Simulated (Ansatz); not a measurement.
# Random displacements in InSe

All numbers below come from DFT PBEsol, scalar-relativistic, plane waves, PAW in Ansatz. Settings: plane waves to 420 eV, k-mesh 12×12×12 (Γ-centred), Gaussian smearing 0.03 eV. No spin polarisation. Energies are free energies at this smearing, counted from the undisturbed cell; pressure is positive in compression.

Zero of the scan (as given, not relaxed at this level):

```
CELL_PARAMETERS angstrom
2.00000 1.15470 8.31667
-2.00000 1.15470 8.31667
0.00000 -2.30940 8.31667
ATOMIC_POSITIONS crystal
In 0.00000 0.00000 0.00000
In 0.11220 0.11220 0.11220
Se 0.61550 0.61550 0.61550
Se 0.83000 0.83000 0.83000
```

The cell holds layers and no dispersion correction was added, so their binding is poorly described.

The atoms are displaced (Å, in the unstrained cell):

| atom | ux | uy | uz |
| --- | --- | --- | --- |
| In1 | 0.033 | 0.002 | -0.035 |
| In2 | -0.036 | 0.069 | -0.064 |
| Se3 | 0.010 | 0.022 | 0.028 |
| Se4 | -0.007 | -0.092 | 0.071 |

Strain (Voigt, engineering shear): (0.0107, 0.0167, -0.0203, -0.0279, 0.0275, 0.0782).

Task: What are the energy change, the stress and the forces?

Result: ΔE = 61.1 meV/atom; stress (xx, yy, zz, yz, xz, xy; compression positive) (0.01, -0.79, 1.45, 1.98, -1.53, -2.45) GPa; gap on the mesh 0.13 eV.
| atom | Fx (eV/Å) | Fy | Fz |
| --- | --- | --- | --- |
| In1 | 0.10 | 0.22 | -0.03 |
| In2 | 0.65 | -0.57 | 0.79 |
| Se3 | -0.10 | -0.30 | -0.30 |
| Se4 | -0.65 | 0.66 | -0.46 |

Cost: 1 run of about 4 core-minutes, on Arm Neoverse V2 (shared hosts).